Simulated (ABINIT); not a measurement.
Runs of ABINIT 10.8.3 (patched build) on MoS2. It takes space group P-3m1 (No. 164, trigonal). Conventional cell: a = 3.227 Å, b = 3.227 Å, c = 6.312 Å, α = 90.00°, β = 90.00°, γ = 120.00°. Mo (site symmetry -3m) has 6 S at 2.42 Å as nearest neighbours. Around S (site symmetry 3m) lie 3 Mo at 2.42 Å. Measurements of this composition are mostly on another form, of space group No. 194.

```csv
task,level,potentials or basis,cell,k mesh,cutoff (eV),fine-grid cutoff,bands in the sums,broadening (eV),scissor shift (eV),tensor components,gap on the mesh (eV),pressure (GPa),largest force (eV/Å)
single point,LDA,JTH PAW LDA v2.0,as given,7 × 7 × 3,544,1088.46 eV,-,-,-,-,none,(b),0.17
single point,LDA,PseudoDojo NC SR LDA v0.4.1 standard,as given,7 × 7 × 3,952,-,-,-,-,-,none,-5.9,0.17
single point,PBEsol,PseudoDojo NC SR PBEsol v0.4.1 standard,as given,7 × 7 × 3,980,-,-,-,-,-,none,(a),0.01
single point,PBEsol,PseudoDojo NC SR PBEsol v0.4.1 standard,cell strained at random,7 × 7 × 3,980,-,-,-,-,-,none,-3.4,0.55
optical spectrum,PBEsol,PseudoDojo NC SR PBEsol v0.4.1 standard,as given,"10 × 10 × 4, shifted",980,-,19,0.2,0,"[11, 33]",-,-3.4,0.02
```

Alike in all rows: no spin polarisation; smearing fermi-dirac 0.05 eV.

Q: Estimate the missing entries.

A: (a) -3.3; (b) -5.7.

Caveats: this functional lacks dispersion, which binds the layers, so the pressure and a relaxed spacing across them are unreliable (some runs); the intraband (Drude) term is left out (some runs); spectra need much finer meshes, so this one isn't converged (some runs); independent-particle spectra lack excitons (some runs).

A k mesh can miss the band edges, and the runs leave out spin-orbit coupling on Mo.

A gap of «none» marks a metal or a gap under the smearing width.
